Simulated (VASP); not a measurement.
A run of VASP 6.6.1 is set up as follows.

The input INCAR:

```
SYSTEM = Ca
ALGO = Normal
EDIFF = 1E-6
EDIFFG = -0.01
ENCUT = 600
GGA = PS
IBRION = 2
ISIF = 3
ISMEAR = 1
LASPH = .TRUE.
LCHARG = .FALSE.
LREAL = .FALSE.
LWAVE = .FALSE.
NELM = 80
NSW = 90
PREC = Accurate
SIGMA = 0.1
```

Contents of KPOINTS:

```
k-points
0
G
  12 12 12
  0 0 0
```

POSCAR

```
Ca
1.0
    0.0000000000      2.7942000000      2.7942000000
    2.7942000000      0.0000000000      2.7942000000
    2.7942000000      2.7942000000      0.0000000000
Ca
1
Direct
    0.0000000000      0.0000000000      0.0000000000
```

Potentials or basis: VASP PAW PBE potentials, release 64 (Ca_sv).

Run with:

```bash
$ cat potpaw_PBE.64/Ca_sv/POTCAR > POTCAR
$ mpirun -np 1 vasp_std > vasp.out
```

(1) What does it give for the space group after relaxing (to 0.05 Å)?

(2) What does it give for the band gap on the k mesh?

(3) What does it give for the relaxed cell?

Results:

(1) Fm-3m (No. 225).

(2) none (metal or under the smearing width).

(3) a = 3.859 Å, b = 3.859 Å, c = 3.859 Å, α = 60.00°, β = 60.00°, γ = 60.00°.
